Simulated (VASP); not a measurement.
A run of VASP 6.6.1:

File INCAR:

```
ALGO = Normal ; EDIFF = 1E-6
ENCUT = 520 ; GGA = PE
ISIF = 2 ; ISMEAR = 1
LASPH = True ; LCHARG = True
LELF = True ; LREAL = False
LVHAR = True ; LWAVE = False
NBANDS = 15 ; NELM = 100
PREC = Accurate ; SIGMA = 0.01
```

The input KPOINTS:

```
k-points
0
Gamma
  7 7 7
```

The input POSCAR:

```
ZrC
1.0
    3.3291890994      0.0000000000      0.0000000000
    1.6645945497      2.8831623341      0.0000000000
    1.6645945497      0.9610541114      2.7182715170
Zr C
1 1
Direct
    0.5000000000      0.5000000000      0.5000000000
    0.0000000000      0.0000000000      0.0000000000
```

Potentials or basis: VASP PAW PBE potentials, release 64 (Zr_sv, C).

Run with:

```console
$ cat potpaw_PBE.64/Zr_sv/POTCAR potpaw_PBE.64/C/POTCAR > POTCAR
$ mpirun -np 1 vasp_std > vasp.out
```

Hardware: 1 thread of Intel(R) Xeon(R) 6975P-C (Granite Rapids) (shared host).

Question: Estimate the wall time of this run.

Answer: It took 5.8 s on 1 thread of Intel(R) Xeon(R) 6975P-C (Granite Rapids), with other jobs on the host, peak memory 0.15 GiB. Counts: scf iterations 13, k points 20.
